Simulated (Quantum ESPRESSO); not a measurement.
# CuO (Tenorite) (C2/c) in Quantum ESPRESSO: notebook, part 2 of 2

Quantum ESPRESSO 7.5. The steps go on from the part before.

## (3) Relaxation of cell and atoms, PBEsol, target pressure 2 GPa, at which the enthalpy is minimised

The input, pw.in:

```
&CONTROL
  calculation = 'vc-relax'
  prefix = 'pwscf'
  outdir = './tmp'
  pseudo_dir = './pseudo'
  tprnfor = .true.
  tstress = .true.
  disk_io = 'low'
  nstep = 40
  forc_conv_thr = 0.0004
  etot_conv_thr = 1d-05
/
&SYSTEM
  ibrav = 0
  nat = 4
  ntyp = 2
  ecutwfc = 64
  ecutrho = 515
  nbnd = 34
  occupations = 'smearing'
  smearing = 'fd'
  degauss = 0.00367493
/
&ELECTRONS
  conv_thr = 8d-10
  electron_maxstep = 120
  mixing_beta = 0.5
/
&IONS
  ion_dynamics = 'bfgs'
/
&CELL
  cell_dynamics = 'bfgs'
  press = 20
  press_conv_thr = 0.3
/
ATOMIC_SPECIES
Cu    63.5460 cu_pbesol_v1.2.uspp.F.UPF
O     15.9990 o_pbesol_v1.2.uspp.F.UPF
CELL_PARAMETERS bohr
   4.4254551250   -3.2338883171    0.0000000000
   4.4254551250    3.2338883171    0.0000000000
  -1.6063190351    0.0000000000    9.5579879301
ATOMIC_POSITIONS bohr
Cu     1.4095680449   -1.6169441585    4.7789939651
Cu     2.2127275625    1.6169441585    0.0000000000
O      3.2207158487    0.5277705733    7.1684909476
O      4.0238753662   -0.5277705733    2.3894969825
K_POINTS automatic
6 6 3 0 0 0
```

Potentials or basis: GBRV 1.5 PBEsol.

The run is started by

```sh
OMP_NUM_THREADS=1 mpirun -n 2 pw.x -nk 2 -in pw.in > pw.out
```

Run time: 8.8 min. Hardware: 2 MPI ranks of Arm Neoverse V2, shared host; peak memory 0.36 GiB.

It converged, with:

* Free energy: -11855.5659 eV
* Relaxed volume: 10.53 Å³/atom
* Relaxed cell: a = 2.871 Å, b = 2.871 Å, c = 5.118 Å, α = 90.16°, β = 90.16°, γ = 87.34°
* Space group after relaxing (to 0.05 Å): Cccm (No. 66)
* Energy change on relaxing (the enthalpy is what falls): -34.2 meV/atom
* Ionic steps: 23
* Pressure after relaxing: 2.3 GPa
* Band gap on the k mesh: none (metal or under the smearing width)

Stress tensor (GPa, compression positive):
```
2.19 0.00 0.02
0.00 2.63 0.00
0.02 0.00 2.22
```

The path:
```tsv
step	energy change (eV)	largest force (eV/Å)	pressure (GPa)	volume (Å³)
1	0.0000	0.3379	-1.68	40.54
2	-0.0059	0.2322	2.16	39.78
3	-0.0094	0.1704	2.97	39.68
4	-0.0145	0.1189	3.31	39.72
5	-0.0215	0.0673	3.29	39.83
6	-0.0305	0.0110	3.26	40.02
7	-0.0425	0.0516	3.12	40.30
8	-0.0581	0.1209	2.85	40.71
9	-0.0779	0.1908	2.38	41.28
10	-0.0999	0.2129	1.65	41.90
11	-0.1198	0.1284	1.06	42.23
12	-0.1289	0.0297	1.55	42.15
13	-0.1290	0.0533	1.82	42.10
14	-0.1290	0.0555	2.02	42.04
15	-0.1291	0.0433	2.15	41.99
16	-0.1292	0.0276	2.21	41.95
17	-0.1299	0.0098	2.16	41.95
18	-0.1311	0.0034	2.05	41.97
19	-0.1333	0.0143	1.89	42.03
20	-0.1355	0.0138	1.72	42.11
21	-0.1366	0.0059	1.78	42.14
22	-0.1367	0.0003	1.94	42.14
23	-0.1366	0.0004	1.98	42.13
```

Final structure:
```
Cu O
1.0
     2.06952   -1.98213    0.16933
     2.06952    1.98213    0.16933
    -0.43700    0.00000    5.09948
Cu O
2 2
Direct
  0.50000 0.00000 0.50000
  0.00000 0.50000 0.00000
  0.49887 0.50113 0.75000
  0.50113 0.49887 0.25000
```

Levels at points of the mesh, in eV from the Fermi level:
```
             k point  band 22  band 23  band 24  band 25  band 26  band 27  band 28  band 29
  (0.00, 0.00, 0.00)    -2.59    -2.51    -2.16     0.60     0.72     1.40     5.95     7.32
 (0.00, -0.50, 0.00)    -2.09    -1.72    -1.67     0.19     0.43     3.28     5.94     6.47
(-0.50, -0.50, 0.00)    -2.54    -1.66    -1.31    -1.28     1.16     1.79     6.96     9.46
```

Caveat: the k mesh is coarse (spacing up to 0.41 Å⁻¹), so the values aren't converged; the run has no spin polarisation, though such a crystal can be magnetic; semilocal functionals often make such compounds metallic where correlation or magnetic order opens a gap, which also shifts bond lengths. With open d or f shells a metallic result of PBEsol can be an artefact of self-interaction; +U or a hybrid may open a gap.

## (4) Relaxation of cell and atoms, PBEsol, target pressure 5 GPa, at which the enthalpy is minimised

pw.in, as its differences from that of step 3:

```diff
@@ -33,3 +33,3 @@
   cell_dynamics = 'bfgs'
-  press = 20
+  press = 50
   press_conv_thr = 0.3
```

The run is started by

```sh
OMP_NUM_THREADS=1 mpirun -n 2 pw.x -nk 2 -in pw.in > pw.out
```

Run time: 9.5 min. Hardware: 2 MPI ranks of Arm Neoverse V2, shared host; peak memory 0.36 GiB.

The run converged. Its results:

| Item | Value |
| --- | --- |
| Free energy | -11855.5457 eV |
| Relaxed volume | 10.34 Å³/atom |
| Relaxed cell | a = 2.846 Å, b = 2.846 Å, c = 5.117 Å, α = 90.30°, β = 90.30°, γ = 86.21° |
| Space group after relaxing (to 0.05 Å) | Cccm (No. 66) |
| Energy change on relaxing (the enthalpy is what falls) | -30.0 meV/atom |
| Ionic steps | 25 |
| Pressure after relaxing | 5.3 GPa |
| Band gap on the k mesh | none (metal or under the smearing width) |

Stress tensor (GPa, compression positive):
```
5.18 0.00 0.02
0.00 5.54 0.00
0.02 0.00 5.22
```

Step by step:
```csv
step,energy change (eV),largest force (eV/Å),pressure (GPa),volume (Å³)
1,0.0000,0.3379,-1.68,40.54
2,0.0083,0.1765,5.29,39.17
3,0.0057,0.1345,5.42,39.17
4,0.0018,0.0945,5.38,39.21
5,-0.0031,0.0511,5.29,39.29
6,-0.0090,0.0082,5.25,39.39
7,-0.0171,0.0321,5.16,39.55
8,-0.0282,0.0706,5.03,39.77
9,-0.0435,0.1062,4.93,40.07
10,-0.0643,0.1342,4.84,40.46
11,-0.0900,0.1390,4.63,40.95
12,-0.1026,0.0608,4.71,41.12
13,-0.1043,0.0325,5.00,41.10
14,-0.1050,0.0414,5.00,41.11
15,-0.1059,0.0462,4.96,41.13
16,-0.1069,0.0495,4.95,41.15
17,-0.1082,0.0497,4.96,41.16
18,-0.1096,0.0454,4.97,41.18
19,-0.1109,0.0378,4.95,41.20
20,-0.1124,0.0260,5.03,41.20
21,-0.1151,0.0091,5.01,41.24
22,-0.1173,0.0056,5.04,41.29
23,-0.1191,0.0099,5.00,41.34
24,-0.1198,0.0049,4.99,41.36
25,-0.1199,0.0004,4.99,41.36
```

Final structure:
```xyz
4
Lattice="2.0711 -1.9450 0.1690 2.0711 1.9450 0.1690 -0.4522 0.0000 5.0968" Properties=species:S:1:pos:R:3 pbc="T T T"
Cu    0.8095   -0.9725    2.6329
Cu    1.0356    0.9725    0.0845
O     1.7320    0.0085    3.9916
O     1.9581   -0.0085    1.4432
```

Levels at points of the mesh, in eV from the Fermi level:
| k point | band 22 | band 23 | band 24 | band 25 | band 26 | band 27 | band 28 | band 29 |
| --- | --- | --- | --- | --- | --- | --- | --- | --- |
| (0.00, 0.00, 0.00) | -2.64 | -2.57 | -2.23 | 0.57 | 0.74 | 1.46 | 5.99 | 7.38 |
| (0.00, -0.50, 0.00) | -2.13 | -1.74 | -1.70 | 0.19 | 0.42 | 3.20 | 6.04 | 6.54 |
| (-0.50, -0.50, 0.00) | -2.57 | -1.67 | -1.32 | -1.28 | 1.19 | 1.78 | 6.96 | 9.34 |

Caveat: the k mesh is coarse (spacing up to 0.41 Å⁻¹), so the values aren't converged; the run has no spin polarisation, though such a crystal can be magnetic; semilocal functionals often make such compounds metallic where correlation or magnetic order opens a gap, which also shifts bond lengths. Zero-point motion and thermal expansion aren't in these numbers.

## (5) Relaxation of cell and atoms, PBEsol, target pressure 10 GPa, at which the enthalpy is minimised

pw.in, as its differences from that of step 4:

```diff
@@ -33,3 +33,3 @@
   cell_dynamics = 'bfgs'
-  press = 50
+  press = 100
   press_conv_thr = 0.3
```

The run is started by

```sh
OMP_NUM_THREADS=1 mpirun -n 2 pw.x -nk 2 -in pw.in > pw.out
```

Wall time 5.5 min (2 MPI ranks of Arm Neoverse V2, shared host); peak memory 0.34 GiB.

The run converged. Its results:

```yaml
Free_energy: -11855.3874 eV
Relaxed_volume: 9.61 Å³/atom
Relaxed_cell: a = 2.834 Å, b = 2.834 Å, c = 5.043 Å, α = 98.93°, β = 98.93°, γ = 75.50°
Space_group_after_relaxing_to_0.05_Å: C2/c (No. 15)
Energy_change_on_relaxing_the_enthalpy_is_what_falls: +8.5 meV/atom
Ionic_steps: 14
Pressure_after_relaxing: 10.1 GPa
Largest_force_after_relaxing: 0.008 eV/Å
Band_gap_on_the_k_mesh: none (metal or under the smearing width)
```

Forces on the atoms (eV/Å):
```
Cu   0.000  0.000  0.000
Cu   0.000  0.000  0.000
O    0.000 -0.008  0.000
O    0.000  0.008  0.000
```

Stress tensor (GPa, compression positive):
```
10.16  0.00  0.06
 0.00 10.05  0.00
 0.06  0.00 10.13
```

The path:
```
step  energy change (eV)  largest force (eV/Å)  pressure (GPa)  volume (Å³)
   1              0.0000                0.3379           -1.68        40.54
   2              0.0589                0.0767           10.99        38.17
   3              0.0474                0.0482           10.03        38.30
   4              0.0460                0.0139            9.85        38.29
   5              0.0472                0.0218            9.95        38.27
   6              0.0481                0.0203           10.01        38.25
   7              0.0487                0.0100           10.09        38.24
   8              0.0482                0.0025           10.09        38.24
   9              0.0468                0.0147           10.07        38.26
  10              0.0444                0.0247           10.04        38.30
  11              0.0408                0.0309           10.00        38.35
  12              0.0357                0.0273            9.97        38.43
  13              0.0343                0.0159            9.99        38.45
  14              0.0342                0.0079           10.00        38.45
```

Final structure:
```xyz
4
Lattice="2.2404 -1.7351 -0.0405 2.2404 1.7351 -0.0405 -0.9009 0.0000 4.9615" Properties=species:S:1:pos:R:3 pbc="T T T"
Cu    0.6698   -0.8676    2.4605
Cu    1.1202    0.8676   -0.0203
O     1.5648    0.2765    3.6805
O     2.0152   -0.2765    1.1998
```

Levels at points of the mesh, in eV from the Fermi level:
```
             k point  band 23  band 24  band 25  band 26  band 27  band 28
  (0.00, 0.00, 0.00)    -2.47    -1.87     0.22     0.91     1.80     5.65
 (0.00, -0.50, 0.00)    -1.73    -1.63    -0.01     0.22     4.59     6.57
(-0.50, -0.50, 0.00)    -1.77    -1.33    -0.77     1.10     2.59     7.28
```

Caveat: the k mesh is coarse (spacing up to 0.41 Å⁻¹), so the values aren't converged; the run has no spin polarisation, though such a crystal can be magnetic; semilocal functionals often make such compounds metallic where correlation or magnetic order opens a gap, which also shifts bond lengths. With open d or f shells a metallic result of PBEsol can be an artefact of self-interaction; +U or a hybrid may open a gap.

## (6) Summary

```tsv
cell	gap on the mesh (eV)	pressure (GPa)
relaxed to 0.3 kbar	none	0.4
relaxed to 2 GPa	none	2.3
relaxed to 5 GPa	none	5.3
relaxed to 10 GPa	none	10.1
```

Alike in all rows: task relaxation of cell and atoms; level PBEsol; potentials or basis GBRV 1.5 PBEsol; no spin polarisation; k mesh 6 × 6 × 3; cutoff (eV) 871; smearing fermi-dirac 0.05 eV; the mesh is coarse, so values aren't converged.

Caveats: all runs use coarse meshes; the run has no spin polarisation, though such a crystal can be magnetic; semilocal functionals often make such compounds metallic where correlation or magnetic order opens a gap, which also shifts bond lengths.

Absolute energies hang on the potentials; compare differences alone.
